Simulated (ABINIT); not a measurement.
# InP (F-43m) in ABINIT: a series of runs, part 2 of 2

ABINIT 10.8.3 (patched build).

## Step 3: Equation of state, BP86+D2

The input, run.abi:

```
ndtset 7
getwfk -1
scalecart1 3*0.9795861087
scalecart2 3*0.9864848297
scalecart3 3*0.9932883884
scalecart4 3*1.0000000000
scalecart5 3*1.0066227096
scalecart6 3*1.0131594038
scalecart7 3*1.0196128224

pp_dirpath "./"
pseudos "In.GGA_PBE-JTH.xml, P.GGA_PBE-JTH.xml"

acell 4.1443528445 4.1443528445 4.1443528445 Angstrom
rprim
     0.0000000000     0.7071067812     0.7071067812
     0.7071067812     0.0000000000     0.7071067812
     0.7071067812     0.7071067812     0.0000000000
ntypat 2
znucl 49 15
natom 2
typat 1 2
xred
     0.0000000000     0.0000000000     0.0000000000
     0.7500000000     0.7500000000     0.7500000000

ecut 598.650497 eV
pawecutdg 44.0
pawxcdev 0

kptopt 1
ngkpt 8 8 8
nshiftk 1
shiftk 0.0 0.0 0.0

ixc -106132
vdw_xc 5

nband 13
occopt 3
tsmear 0.00183747

nstep 100
tolvrs 1.0e-9

iomode 3
prtwf 1
prtden 0
prteig 0
prtebands 0
enunit 1
```

Potentials or basis: JTH PAW PBE v2.0.

Started as:

```sh
> abinit run.abi > log 2>&1
```

It took 2.1 min on 1 thread of Arm Neoverse V2, shared host; peak memory 0.16 GiB.

It converged, with:

```yaml
Equilibrium_volume: 24.41 Å³/atom
Bulk_modulus: 68 GPa
Pressure_derivative_of_the_bulk_modulus: 4.8
```

Energy against volume, from the lowest point:
| volume (Å³/atom) | energy (meV/atom) |
| --- | --- |
| 23.657 | 4.69 |
| 24.160 | 0.03 |
| 24.663 | 0.00 |
| 25.167 | 4.17 |
| 25.670 | 12.01 |
| 26.173 | 23.13 |
| 26.677 | 37.13 |

Caveat: pressures at fixed basis lie under the slope of the energies; the PAW data sets were made with another functional, which shifts forces and pressure a little.

## Step 4: Equation of state, rPW86PBE

run.abi, as its differences from that of step 3:

```diff
@@ -1 +1,2 @@
+# Datasets: one volume each
 ndtset 7
@@ -10,2 +11,3 @@
 
+# Pseudopotentials
 pp_dirpath "./"
@@ -13,2 +15,3 @@
 
+# Structure
 acell 4.1443528445 4.1443528445 4.1443528445 Angstrom
@@ -26,3 +29,4 @@
 
-ecut 598.650497 eV
+# Plane-wave basis
+ecut 22.0
 pawecutdg 44.0
@@ -30,2 +34,3 @@
 
+# k points
 kptopt 1
@@ -35,5 +40,6 @@
 
-ixc -106132
-vdw_xc 5
+# Exchange and correlation
+ixc -144130
 
+# Bands and occupations
 nband 13
@@ -42,2 +48,3 @@
 
+# SCF cycle
 nstep 100
@@ -45,2 +52,3 @@
 
+# Output
 iomode 3
@@ -50,2 +58,2 @@
 prtebands 0
-enunit 1
+enunit 2
```

Started as:

```sh
> abinit run.abi > log 2>&1
```

Wall time 2.1 min (1 thread of Arm Neoverse V2, shared host); peak memory 0.15 GiB.

The run converged. Its results:

```
Equilibrium volume : 27.46 Å³/atom (rough: see the caveat)
Bulk modulus       : 55 GPa (rough)
```

Energy against volume, from the lowest point:
```csv
volume (Å³/atom),energy (meV/atom)
23.657,114.54
24.160,81.89
24.663,55.40
25.167,34.48
25.670,18.61
26.173,7.27
26.677,0.00
```

Caveat: pressures at fixed basis lie under the slope of the energies; the minimum lies outside the volumes run; the PAW data sets were made with another functional, which shifts forces and pressure a little.

## Step 5: Equation of state, PBE

The input, run.abi:

```
# Datasets: one volume each
ndtset 7
getwfk -1
scalecart1 3*0.9795861087
scalecart2 3*0.9864848297
scalecart3 3*0.9932883884
scalecart4 3*1.0000000000
scalecart5 3*1.0066227096
scalecart6 3*1.0131594038
scalecart7 3*1.0196128224

# Pseudopotentials
pp_dirpath "./"
pseudos "In.upf, P.upf"

# Structure
acell 3*1.0
rprim
     0.0000000000     5.5378424082     5.5378424082
     5.5378424082     0.0000000000     5.5378424082
     5.5378424082     5.5378424082     0.0000000000
ntypat 2
znucl 49 15
natom 2
typat 1 2
xred
     0.0000000000     0.0000000000     0.0000000000
     0.7500000000     0.7500000000     0.7500000000

# Plane-wave basis
ecut 35.0

# k points
kptopt 1
ngkpt 8 8 8
nshiftk 1
shiftk 0.0 0.0 0.0

# Exchange and correlation
ixc 11

# Bands and occupations
nband 13
occopt 3
tsmear 0.05 eV

# SCF cycle
nstep 100
tolvrs 1.0e-10

# Output
iomode 3
prtwf 1
prtden 0
prteig 0
prtebands 0
```

Potentials or basis: PseudoDojo NC SR PBE v0.4.1 standard.

Started as:

```sh
> abinit run.abi > log 2>&1
```

run.abo:

```text
.Version 10.8.3 of ABINIT
 DATASET    1 : space group F-4 3 m (#216); Bravais cF (face-center cubic)
================================================================================
 Values of the parameters that define the memory need for DATASET  1.
     intxc =       0    ionmov =       0      iscf =       7    lmnmax =       6
     lnmax =       6     mgfft =      45  mpssoang =       3    mqgrid =    3001
     natom =       2  nloc_mem =       1    nspden =       1   nspinor =       1
    nsppol =       1      nsym =      24    n1xccc =    2501    ntypat =       2
    occopt =       3   xclevel =       2
       mpw =        3180          nfft =       91125          nkpt =          29
================================================================================
================================================================================
[... 61 lines left out ...]
 DATASET    7 : space group F-4 3 m (#216); Bravais cF (face-center cubic)
================================================================================
[... 1220 lines left out ...]
                      -1.5194575255E-30 -1.5194575255E-30  4.5583725766E-30
            fcart5    -2.8302390093E-30 -2.8302390093E-30  8.4907170280E-30
                       2.8302390093E-30  2.8302390093E-30 -8.4907170280E-30
[... 38 lines left out ...]
                       0.0000000000E+00  0.0000000000E+00  0.0000000000E+00
           xangst1     0.0000000000E+00  0.0000000000E+00  0.0000000000E+00
                       4.3060156344E+00  4.3060156344E+00  4.3060156344E+00
           xangst2     0.0000000000E+00  0.0000000000E+00  0.0000000000E+00
                       4.3363406872E+00  4.3363406872E+00  4.3363406872E+00
           xangst3     0.0000000000E+00  0.0000000000E+00  0.0000000000E+00
                       4.3662474303E+00  4.3662474303E+00  4.3662474303E+00
           xangst4     0.0000000000E+00  0.0000000000E+00  0.0000000000E+00
                       4.3957499970E+00  4.3957499970E+00  4.3957499970E+00
           xangst5     0.0000000000E+00  0.0000000000E+00  0.0000000000E+00
                       4.4248617727E+00  4.4248617727E+00  4.4248617727E+00
           xangst6     0.0000000000E+00  0.0000000000E+00  0.0000000000E+00
                       4.4535954462E+00  4.4535954462E+00  4.4535954462E+00
           xangst7     0.0000000000E+00  0.0000000000E+00  0.0000000000E+00
                       4.4819630610E+00  4.4819630610E+00  4.4819630610E+00
             xred      0.0000000000E+00  0.0000000000E+00  0.0000000000E+00
                       7.5000000000E-01  7.5000000000E-01  7.5000000000E-01
 Calculation completed.
```

It took 2.9 min on 1 thread of AMD EPYC 9R45 (Zen 5), shared host; peak memory 0.13 GiB.

What came out:

* Equilibrium volume: 26.48 Å³/atom
* Bulk modulus: 60 GPa
* Pressure derivative of the bulk modulus: 4.6

Energy against volume, from the lowest point:
```tsv
volume (Å³/atom)	energy (meV/atom)
23.657	68.99
24.160	44.71
24.663	26.29
25.167	13.12
25.670	4.66
26.173	0.43
26.677	0.00
```

Caveat: pressures at fixed basis lie under the slope of the energies. PBE usually gives volumes a little too large and moduli too small.

## Step 6: The runs side by side

```tsv
level	potentials or basis	cutoff (eV)	fine-grid cutoff	V0 of scaled cells (Å³/atom)	B0 (GPa)
r2SCAN	JTH PAW LDA v2.0 sp	653	1251.72 eV	26.34	72
BP86+D2	JTH PAW PBE v2.0	599	1197.3 eV	24.41	68
rPW86PBE	JTH PAW PBE v2.0	599	1197.3 eV	-	-
PBE	PseudoDojo NC SR PBE v0.4.1 standard	952	-	26.48	60
```

Alike in all rows: task equation of state; no spin polarisation; cell as given; k mesh 8 × 8 × 8; smearing fermi-dirac 0.05 eV.

Caveats: pressures at fixed basis lie under the slope of the energies; the PAW data sets were made with another functional, which shifts forces and pressure a little (some runs); this set keeps more shells in the core, which shifts pressures and gaps (some runs); the minimum lies outside the volumes run (some runs).

Absolute energies hang on the potentials; compare differences alone.

## Step 7: How close it comes

Step 2. Measured bulk modulus of InP: 71 GPa (a printed reference work, data compilation). This calculation gives 72 GPa (+0.9 %). The fit is for a static lattice scaled at fixed shape and fixed fractional positions.

Step 3. Against the measured bulk modulus of InP, 71 GPa (a printed reference work, data compilation), the calculated 68 GPa is off by -4.1 %. The fit is for a static lattice scaled at fixed shape and fixed fractional positions.

Step 5. A measured bulk modulus of InP is 71 GPa (a printed reference work, data compilation); the calculated 60 GPa misses it by -16.0 %. The fit is for a static lattice scaled at fixed shape and fixed fractional positions.
